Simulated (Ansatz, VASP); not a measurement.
This is a calculation of Si2Mo for VASP 6.6.1.

File INCAR:

```
SYSTEM = Si2Mo
ALGO = Normal
EDIFF = 1E-7
ENCUT = 520
GGA = PS
ISIF = 2
ISMEAR = -1
LASPH = .TRUE.
LCHARG = .FALSE.
LREAL = .FALSE.
LWAVE = .FALSE.
NBANDS = 18
NELM = 60
PREC = Accurate
SIGMA = 0.03
```

Contents of KPOINTS:

```
k-points
0
G
  7 7 7
  0 0 0
```

Contents of POSCAR:

```
Si2Mo
1.0
   -1.6000000000      1.6000000000      3.9305000000
    1.6000000000     -1.6000000000      3.9305000000
    1.6000000000      1.6000000000     -3.9305000000
Mo Si
1 2
Direct
    0.0000000000      0.0000000000      0.0000000000
    0.6670000000      0.6670000000      0.0000000000
    0.3330000000      0.3330000000      0.0000000000
```

Potentials or basis: VASP PAW PBE potentials, release 64 (Mo_sv, Si).

Run with:

```bash
$ cat potpaw_PBE.64/Mo_sv/POTCAR potpaw_PBE.64/Si/POTCAR > POTCAR
$ mpirun -np 1 vasp_std > vasp.out
```

Task: Set up the same calculation for Ansatz 0.2.0. Potentials there: all-electron LAPW, scalar-relativistic.

Result: As run (the cutoff follows the program's own potentials):

The input input.yaml:

```yaml
crystal:
  lattice:
    - [-1.6, 1.6, 3.9305]
    - [1.6, -1.6, 3.9305]
    - [1.6, 1.6, -3.9305]
  atoms:
    - { symbol: Mo, position: [0.0, 0.0, 0.0] }
    - { symbol: Si, position: [0.667, 0.667, 0.0] }
    - { symbol: Si, position: [0.333, 0.333, 0.0] }
kpoints:
  mp_grid: { grid: [7, 7, 7] }
scf:
  occupations: { method: fermi_dirac, width: 0.03 }
hamiltonian:
  xc: pbesol
  pseudopotentials: { kind: all_electron, lapw: { basis_error: 0.002 } }
output:
  forces: true
  stress: true
  eigenvalues: true
```

Potentials or basis: all-electron LAPW, scalar-relativistic.

Launch:

```bash
$ ansatz run input.yaml --threads 2 --pin off --max-ram 8192MiB --backend cpu --events-out ev --progress --plain --runs-dir out
```

Both were run:

|  | VASP | Ansatz | Ansatz less VASP |
| --- | --- | --- | --- |
| gap on the k mesh at the Fermi level (eV) | none | none | - |
| pressure (GPa) | -2.4 | -2.7 | -0.32 |
| largest component of the traceless stress (GPa) | 0.91 | 0.92 | +0.013 |
| rms of the force components (eV/Å) | 0.163 | 0.165 | +0.0019 |

Atom by atom the forces differ by 0.002 eV/Å (rms over components). A gap of «none» marks a metal or a gap that the smearing closes. Ansatz ran all-electron here, so the differences hold the error of VASP's frozen core and of both bases.

Caveats: the k mesh is coarse (spacing up to 0.40 Å⁻¹), so the values aren't converged; the PAW data sets were made with another functional, which shifts forces and pressure a little (VASP); the k mesh is thin for a metal, which can move the energy by tens of meV per atom (Ansatz).
